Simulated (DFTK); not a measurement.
Runs of DFTK 0.8.2 on Al. The structure is cubic, space group Fm-3m (No. 225). The conventional cell has a = 4.050 Å, b = 4.050 Å, c = 4.050 Å, α = 90.00°, β = 90.00°, γ = 90.00°. Around Al (site symmetry m-3m) lie 12 Al at 2.86 Å. 

```tsv
task	level	potentials or basis	k mesh	cutoff (eV)	valence electrons	SCF solver	mesh quality	gap on the mesh (eV)	pressure (GPa)	V0 of scaled cells (Å³/atom)	B0 (GPa)
equation of state	r2SCAN	SG15 1.2 (PBE)	7 × 7 × 7	1225	Al 11	ScfAndersonSolver	coarse	-	-	16.16	93
single point	PBE	dojo.nc.sr.pbe.v0_4_1.standard.upf (PBE)	11 × 11 × 11	707	Al 3	-	not flagged	none	(b)	-	-
equation of state	LDA	dojo.nc.sr.lda.v0_4_1.stringent.upf (LDA)	11 × 11 × 11	599	Al 3	-	not flagged	-	-	15.77	(a)
equation of state	PBE	dojo.nc.sr.pbe.v0_4_1.standard.upf (PBE)	11 × 11 × 11	707	Al 3	-	not flagged	-	-	16.46	(c)
band structure	PBE	in-house norm-conserving set (PBE, scalar relativistic)	11 × 11 × 11	544	Al 3	-	not flagged	none	-0.4	-	-
```

Alike in all rows: no spin polarisation; cell as given; smearing fermi-dirac 0.05 eV.

Problem. Estimate the missing entries.

Solution. (a) 85; (b) -0.7; (c) 80.

Caveats: some runs use coarse meshes; the potentials were made for another functional, which shifts forces and pressure (some runs).

A k mesh can miss the band edges.

A gap of «none» marks a metal or a gap under the smearing width.

Not every run made on this cell is shown here.
